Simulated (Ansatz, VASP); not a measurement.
**One calculation of SiC, two programs**

```
CELL_PARAMETERS angstrom
0.00000 2.27183 2.17400
2.17400 0.00000 2.17400
2.17400 2.27183 0.00000
ATOMIC_POSITIONS crystal
Si 0.00000 0.00000 0.00000
C 0.75000 0.75000 0.75000
```

Change from the starting cell: strain +0.0450 x Voigt [0, 1, 0, 0, 0, 0], atoms carried along.

Alike in both runs: task single point; functional PBE; k mesh 12 × 12 × 12; occupations gaussian, width 0.05 eV; no spin polarisation.

|  | VASP | Ansatz |
| --- | --- | --- |
| version | VASP 6.6.1 | Ansatz 0.2.0 |
| potentials or method | VASP PAW PBE potentials, release 64 (Si, C) | scalar-relativistic, plane waves, PAW |
| plane-wave cutoff (eV) | 520 | 420 |
| valence electrons in the cell | 8 | 8 |

```csv
,VASP,Ansatz,Ansatz less VASP
gap on the k mesh at the Fermi level (eV),1.16,1.16,+0.002
least direct gap on the mesh (eV),4.46,4.46,+0.003
pressure (GPa),-4.7,-4.6,+0.04
largest component of the traceless stress (GPa),8.17,8.15,-0.019
```

The functional is the same, so the differences come from potentials, cutoffs and numerics.

A k mesh can miss the band edges.
